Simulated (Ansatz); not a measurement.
# Te (R-3m) in Ansatz: convergence with smearing width

Aim: find how far smearing width must go before the results for Te settle, at PBE. This setting moves, with any that are tied to it; all else stays.

Everything below comes from runs of Ansatz 0.2.0. Logs are shortened: lines on timing, memory, paths and dates and some standing lists are left out, and cuts for length are marked.

### 1 The crystal as given

Symmetry: R-3m, No. 166, trigonal system. Conventional cell: a = 4.612 Å, b = 4.612 Å, c = 5.073 Å, α = 90.00°, β = 90.00°, γ = 120.00°. Around Te (site symmetry -3m) lie 6 Te at 3.15 Å.

This isn't the form of Te at room conditions, which is trigonal, of chains.

### 2 With smearing width 0.3 eV

Contents of input.yaml:

```yaml
crystal:
  lattice:
    - [2.3059043427, 1.331314493, 1.6909537039]
    - [-2.3059043427, 1.331314493, 1.6909537039]
    - [0.0, -2.662628986, 1.6909537039]
  atoms:
    - { symbol: Te, position: [0.5, 0.5, 0.5] }
hamiltonian:
  xc: pbe
  pseudopotentials: { kind: paw }
kpoints:
  mp_grid: { grid: [7, 7, 7] }
scf:
  occupations: { method: gaussian, width: 0.3 }
output:
  forces: true
  stress: true
  eigenvalues: true
```

Potentials or basis: Ansatz PAW.

Launch:

```bash
$ ansatz run input.yaml --threads 2 --pin off --max-ram 5632MiB --backend cpu --events-out ev --progress --plain --runs-dir out
```

Log:

```text
Warning: RAYON_NUM_THREADS=2 ignored (pool sized by the plan → 2); use --threads N
Engine: ansatz 0.2.0, x86_64-unknown-linux-gnu
Pseudopotentials: kind: paw
Pseudopotential: Te, paw, valence charge 16, recommended cutoff 420 eV (normal), Te.paw.azcp
Functional definition: PBE
  parameter kappa = 0.804
  parameter beta = 0.06672455060314922
  exchange = pbe_x(kappa = kappa, mu = beta*pi^2/3)
  correlation = pbe_c(beta = beta)
Crystal: 1 atoms, lattice volume = 31.146 Å³
Basis set: ecut = 420 eV, 611 PW (Γ), exchange–correlation on 48×48×48 points (8 copies of the dense FFT grid, shifted against one another)
Bands: 12, of which v1, the nominal top of the filled ones, is band 8 counted from 1 (7 counted from 0)
Symmetry: 12 space group operations
Space group: R-3m (ITA 166), of the structure as read, at distance tolerance 3.1e-5 Å
k-points: 44 of 343
Non-local potential: Te, projectors of the file, l = 0: 2, l = 1: 2, l = 2: 2, l = 3: 2
PAW form: soft (Blöchl's): semilocal exchange-correlation on the pseudo side does not see the compensation charge
PAW one-centre angular grid: Te, 590 points (default); XC on 64 Gauss nodes
Initial density: superposition of atomic densities (neutral atoms: chi_scale 0, normalization atom), corrected by the library's trained network
Initial wavefunctions: pseudopotential atomic-orbital guess
Functional: x = pbe(κ = 0.804, μ = 0.2195149727645171), c = pbe(β = 0.06672455060314922)
SCF iter   1: F=—  HF=-6979.880573 eV  |F-HF|=—  |Δ(HF+E_count)|=         —  Δρ=6.76e-4  dr2=1.12e-4  ethr=1.77e-3  ⟨swp⟩=5.2  Hψ=3162  notcnv=0
preconditioner: auto → none  [metal: Δε(μ)=0.183 eV  Ē_g=12.284 eV  σ=0.300 eV  W_gap=0.33  n_scr=6 (ndim 8)  ℏωp=16.3 eV  f_vac=0.012  D(μ)=0.62/eV (n_scr^D=0)  sad-step TF]
SCF iter   2: F=—  HF=-6979.879983 eV  |F-HF|=—  |Δ(HF+E_count)|=   5.89e-4  Δρ=3.57e-4  dr2=2.18e-5  ethr=7.01e-7  ⟨swp⟩=2.5  Hψ=1268  notcnv=0
SCF iter   3: F=—  HF=-6979.880043 eV  |F-HF|=—  |Δ(HF+E_count)|=   6.00e-5  Δρ=1.49e-4  dr2=4.62e-6  ethr=1.36e-7  ⟨swp⟩=3.0  Hψ=908  notcnv=0
SCF iter   4: F=—  HF=-6979.880056 eV  |F-HF|=—  |Δ(HF+E_count)|=   1.25e-5  Δρ=3.43e-5  dr2=4.44e-7  ethr=2.89e-8  ⟨swp⟩=2.0  Hψ=666  notcnv=0
iter 5 did not close the SCF: its close was put off for the readings that it lacked (scf_convergence_deferred on its scf_iter line)
SCF iter   5: F=-6979.880056 eV  HF=-6979.880056 eV  |F-HF|=6.22e-8  |Δ(HF+E_count)|=   1.67e-7  Δρ=1.28e-5  dr2=6.62e-8  ethr=2.78e-9  ⟨swp⟩=3.0  Hψ=889  notcnv=0
SCF iter   6: F=-6979.880056 eV  HF=-6979.880056 eV  |F-HF|=9.60e-10  |Δ(HF+E_count)|=   2.76e-8  Δρ=1.49e-6  dr2=8.50e-10  ethr=4.14e-10  ⟨swp⟩=3.5  Hψ=2527  notcnv=0
SCF 1 converged in 6 iterations: F = -6979.880056 eV  dr2 = 8.50e-10
SCF converged after 6 iterations
Free energy (F): -6979.880056 eV
Harris-Foulkes:  -6979.880056 eV  (|F-HF|=9.60e-10)
Internal energy: -6979.852159 eV  (E = F + TS)
E sigma→0 (E₀):  -6979.866107 eV
Entropy (-TS):   -0.027897 eV (-27.897 meV/atom)
Fermi energy:    10.251620 eV
--- Per-component energies (eV) ---
  E_band       = -247.034561
  E_kinetic    = 180.401155
  E_local      = -1166.336191  (includes V_loc(G=0)·N_el)
  E_nonlocal   = -310.508986
  E_hartree    = 766.373373
  E_xc         = -124.307239
  E_vxc        = -104.124590  (∫ρ·V_xc dr)
  E_paw        = -4661.875064  (= ΣΔE_a)
  E_vpaw       = -379.211028  (= ΣTr[D̂ρ^β])
  E_aug_tail   = -0.000186  (compensation charges beyond the density's cutoff)
  E_ewald      = -1663.599021
  E_smearing   = -0.027897  (= −TS)
  E_closure    = -0.000000  (closes the sum)
  Σ components = -6979.880056   (vs F -6979.880056, Δ=0.00e0)
--- Forces (eV/Å), atoms counted from 1 ---
  atom   1  Te    -0.00000000    -0.00000000    -0.00000000
  max |Σ_I F_I| component: 2.10e-30 eV/Å
--- Stress (GPa, compression-positive) ---
        2.296504      -0.000000       0.000000
       -0.000000       2.296504      -0.000000
        0.000000      -0.000000       2.355952
  P = ⅓ Tr σ = 2.3163 GPa (23.163 kbar)
--- Band table (eV; the first three rows and the last of 44) ---
  k-point 0: bands = ["-27.3400", "-27.3400", "-27.2737", "-27.2737", "-27.2521", "-3.8211", "11.1122", "11.5944", "11.5944", "16.3258", "16.3258", "16.8789"]
  k-point 1: bands = ["-27.3400", "-27.3277", "-27.2766", "-27.2744", "-27.2538", "-3.5681", "9.1829", "11.4928", "11.8022", "16.5706", "16.9578", "19.2777"]
  k-point 2: bands = ["-27.3400", "-27.3020", "-27.2830", "-27.2760", "-27.2558", "-2.8757", "6.1797", "12.0091", "12.3348", "17.2357", "17.8007", "21.6613"]
  k-point 43: bands = ["-27.3134", "-27.3134", "-27.2820", "-27.2348", "-27.2347", "1.4021", "6.8184", "7.0386", "7.6518", "14.3644", "14.4282", "15.7697"]
```

It took 1.6 s on 2 threads of Intel Xeon at 2.50GHz (Skylake/Cascade Lake), shared host; peak memory 0.3 GiB.

What came out:

```yaml
Free_energy: -6979.8801 eV
Pressure: 2.3 GPa
Band_gap_on_the_k_mesh: none (metal or under the smearing width)
```

### 3 With smearing width 0.2 eV

Edit input.yaml of step 2 so:

```diff
@@ -13,3 +13,3 @@
 scf:
-  occupations: { method: gaussian, width: 0.3 }
+  occupations: { method: gaussian, width: 0.2 }
 output:
```

Potentials or basis: Ansatz PAW.

Launch:

```bash
$ ansatz run input.yaml --threads 2 --pin off --max-ram 5632MiB --backend cpu --events-out ev --progress --plain --runs-dir out
```

It took 1.7 s on 2 threads of Intel Xeon at 2.50GHz (Skylake/Cascade Lake), shared host; peak memory 0.3 GiB.

Results:

| Property | Result |
| --- | --- |
| Free energy | -6979.8722 eV |
| Pressure | 2.3 GPa |
| Band gap on the k mesh | none (metal or under the smearing width) |

### 4 With smearing width 0.15 eV

Edit input.yaml of step 3 so:

```diff
@@ -13,3 +13,3 @@
 scf:
-  occupations: { method: gaussian, width: 0.2 }
+  occupations: { method: gaussian, width: 0.15 }
 output:
```

Launch:

```bash
$ ansatz run input.yaml --threads 2 --pin off --max-ram 5632MiB --backend cpu --events-out ev --progress --plain --runs-dir out
```

Wall time 1.6 s (2 threads of Intel Xeon at 2.50GHz (Skylake/Cascade Lake), shared host); peak memory 0.3 GiB.

What came out:

```yaml
Free_energy: -6979.8694 eV
Pressure: 2.2 GPa
Band_gap_on_the_k_mesh: none (metal or under the smearing width)
```

### 5 With smearing width 0.1 eV

Edit input.yaml of step 4 so:

```diff
@@ -13,3 +13,3 @@
 scf:
-  occupations: { method: gaussian, width: 0.15 }
+  occupations: { method: gaussian, width: 0.1 }
 output:
```

Launch:

```bash
$ ansatz run input.yaml --threads 2 --pin off --max-ram 5632MiB --backend cpu --events-out ev --progress --plain --runs-dir out
```

It took 1.5 s on 2 threads of Intel Xeon at 2.50GHz (Skylake/Cascade Lake), shared host; peak memory 0.3 GiB.

Results:

* Free energy: -6979.8672 eV
* Pressure: 2.2 GPa
* Band gap on the k mesh: none (metal or under the smearing width)

### 6 With smearing width 0.05 eV

Edit input.yaml of step 5 so:

```diff
@@ -13,3 +13,3 @@
 scf:
-  occupations: { method: gaussian, width: 0.1 }
+  occupations: { method: gaussian, width: 0.05 }
 output:
```

Potentials or basis: Ansatz PAW.

Launch:

```bash
$ ansatz run input.yaml --threads 2 --pin off --max-ram 5632MiB --backend cpu --events-out ev --progress --plain --runs-dir out
```

Wall time 1.4 s (2 threads of Intel Xeon at 2.50GHz (Skylake/Cascade Lake), shared host); peak memory 0.3 GiB.

The run converged. Its results:

```yaml
Free_energy: -6979.8655 eV
Pressure: 2.2 GPa
Band_gap_on_the_k_mesh: none (metal or under the smearing width)
```

### 7 With smearing width 0.025 eV

Edit input.yaml of step 6 so:

```diff
@@ -13,3 +13,3 @@
 scf:
-  occupations: { method: gaussian, width: 0.05 }
+  occupations: { method: gaussian, width: 0.025 }
 output:
```

Launch:

```bash
$ ansatz run input.yaml --threads 2 --pin off --max-ram 5632MiB --backend cpu --events-out ev --progress --plain --runs-dir out
```

Run time: 1.4 s. Hardware: 2 threads of Intel Xeon at 2.50GHz (Skylake/Cascade Lake), shared host; peak memory 0.3 GiB.

Results (log left out):

| Quantity | Value |
| --- | --- |
| Free energy | -6979.8648 eV |
| Pressure | 2.2 GPa |
| Band gap on the k mesh | none (metal or under the smearing width) |

### 8 With smearing width 0.01 eV

Edit input.yaml of step 7 so:

```diff
@@ -13,3 +13,3 @@
 scf:
-  occupations: { method: gaussian, width: 0.025 }
+  occupations: { method: gaussian, width: 0.01 }
 output:
```

Launch:

```bash
$ ansatz run input.yaml --threads 2 --pin off --max-ram 5632MiB --backend cpu --events-out ev --progress --plain --runs-dir out
```

Wall time 1.4 s (2 threads of Intel Xeon at 2.50GHz (Skylake/Cascade Lake), shared host); peak memory 0.3 GiB.

Results (log left out):

```yaml
Free_energy: -6979.8645 eV
Pressure: 2.2 GPa
Band_gap_on_the_k_mesh: none (metal or under the smearing width)
```

### 9 With smearing width 0.005 eV

Edit input.yaml of step 8 so:

```diff
@@ -13,3 +13,3 @@
 scf:
-  occupations: { method: gaussian, width: 0.01 }
+  occupations: { method: gaussian, width: 0.005 }
 output:
```

Potentials or basis: Ansatz PAW.

Launch:

```bash
$ ansatz run input.yaml --threads 2 --pin off --max-ram 5632MiB --backend cpu --events-out ev --progress --plain --runs-dir out
```

Wall time 1.4 s (2 threads of Intel Xeon at 2.50GHz (Skylake/Cascade Lake), shared host); peak memory 0.3 GiB.

It converged, with:

| Item | Value |
| --- | --- |
| Free energy | -6979.8644 eV |
| Pressure | 2.2 GPa |
| Band gap on the k mesh | none (metal or under the smearing width) |

### 10 Result

| smearing width | energy less the tightest run, at zero smearing (meV/atom) | pressure (GPa) | SCF cycles | CPU time (s) | peak memory (GiB) |
| --- | --- | --- | --- | --- | --- |
| 0.3 eV | -1.75 | 2.32 | 6 | 2.3 | 0.3 |
| 0.2 eV | -1.52 | 2.25 | 6 | 2.4 | 0.3 |
| 0.15 eV | -1.33 | 2.24 | 6 | 2.4 | 0.3 |
| 0.1 eV | -0.96 | 2.23 | 6 | 2.3 | 0.3 |
| 0.05 eV | -0.36 | 2.22 | 6 | 2.2 | 0.3 |
| 0.025 eV | -0.14 | 2.23 | 6 | 2.2 | 0.3 |
| 0.01 eV | -0.04 | 2.24 | 6 | 2.2 | 0.3 |
| 0.005 eV | 0.00 | 2.24 | 6 | 2.3 | 0.3 |

Against the tightest run, the energy stays within 1 meV/atom from 0.1 eV on; the pressure stays within 0.1 GPa from 0.3 eV on. Narrower smearing needs a denser k mesh, so at a fixed mesh the narrowest width isn't the most accurate. The tightest run that finished is the yardstick and may itself not be fully converged.
